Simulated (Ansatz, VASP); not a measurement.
## Sn: VASP beside Ansatz

```
Sn
1.0
    -2.02919    2.02919    1.66076
     2.02919   -2.02919    1.66076
     2.02919    2.02919   -1.66076
Sn
1
Direct
  0.00000 0.00000 0.00000
```

This isn't the form of Sn at room conditions, which is tetragonal (white tin).

Alike in both runs: task single point; functional PBE; k mesh 4 × 4 × 4; occupations fermi-dirac, width 0.02 eV; no spin polarisation.

|  | VASP | Ansatz |
| --- | --- | --- |
| version | VASP 6.6.1 | Ansatz 0.2.0 |
| potentials or method | VASP PAW PBE potentials, release 64 (Sn_d), cutoff 520 eV | all-electron LAPW, scalar-relativistic |

Ansatz gave:

```
gap on the k mesh at the Fermi level (eV)       : none
pressure (GPa)                                  : 0.1
largest component of the traceless stress (GPa) : 0.12
```

Estimate VASP's values.

gap on the k mesh at the Fermi level (eV): none; pressure (GPa): 0.0; largest component of the traceless stress (GPa): 0.12.

A gap of «none» marks a metal or a gap that the smearing closes. Ansatz ran all-electron here, so the differences hold the error of VASP's frozen core and of both bases.

Caveats: the k mesh is coarse (spacing up to 0.61 Å⁻¹), so the values aren't converged; the k mesh is thin for a metal, which can move the energy by tens of meV per atom (Ansatz).
